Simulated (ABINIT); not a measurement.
Input of an ABINIT 10.8.3 (patched build) run:

Contents of run.abi:

```
ndtset 3

pp_dirpath "./"
pseudos "Cu.upf, O.upf"

acell 2.8795009639 2.8795445824 5.1763974908 Angstrom
rprim
     1.0000000000     0.0000000000     0.0000000000
     0.0135690756     0.9999079359     0.0000000000
     0.0033798383     0.0033314483     0.9999887390
ntypat 2
znucl 29 8
natom 4
typat 1 1 2 2
chkprim 0
chksymtnons 0
tolsym 1.0e-6
xred
            0.0            1/2            0.0
            1/2            0.0            1/2
   0.9984239700   0.0016717800   0.7498871000
   0.0015760300   0.9983282200   0.2501129000

ecut 42.0

ngkpt 10 10 6
nshiftk 1
shiftk 0.0 0.0 0.0
istwfk *1

ixc -116133

occopt 3
tsmear 0.05 eV

nstep 80

iomode 3
prteig 0
prtebands 0

nband1 30
tolvrs1 1.0e-12
prtden1 1
prtwf1 0
kptopt1 1

iscf2 -3
getden2 1
nband2 37
nbdbuf2 4
tolwfr2 1.0e-12
nstep2 120
prtden2 0
kptopt2 1

optdriver3 8
wfk_task3 "wfk_optics_fullbz"
getwfk3 2
nband3 33
kptopt3 1
prtevk3 1
inclvkb3 2
```

optic.abi

```
&FILES
 ddkfile_1 = 'runo_DS3_1_EVK.nc',
 ddkfile_2 = 'runo_DS3_2_EVK.nc',
 ddkfile_3 = 'runo_DS3_3_EVK.nc',
 wfkfile = 'runo_DS3_WFK.nc'
/
&PARAMETERS
 broadening = 0.007350,
 domega = 0.002,
 maxomega = 0.8,
 scissor = 0.000000,
 tolerance = 0.002
/
&COMPUTATIONS
 num_lin_comp = 3,
 lin_comp = 11,22,33,
 num_nonlin_comp = 0
/
```

Potentials or basis: PseudoDojo NC SR PBEsol v0.4.1 standard.

Launch:

```console
$ mpirun --bind-to none -np 4 abinit run.abi > log 2>&1
$ optic optic.abi > optic.log 2>&1
```

Problem. Estimate the pressure.

Solution. -3.4 GPa.

Problem. What does it give for the band gap on the k mesh?

Solution. None (metal or under the smearing width).

Problem. What does it give for the largest force?

Solution. 0.013 eV/Å.

Stress tensor (GPa, compression positive):
```
-2.14 -0.10 -0.02
-0.10 -2.17  0.00
-0.02  0.00 -5.86
```

Caveat: the run has no spin polarisation, though such a crystal can be magnetic; semilocal functionals often make such compounds metallic where correlation or magnetic order opens a gap, which also shifts bond lengths. With open d or f shells a metallic result of PBEsol can be an artefact of self-interaction; +U or a hybrid may open a gap.
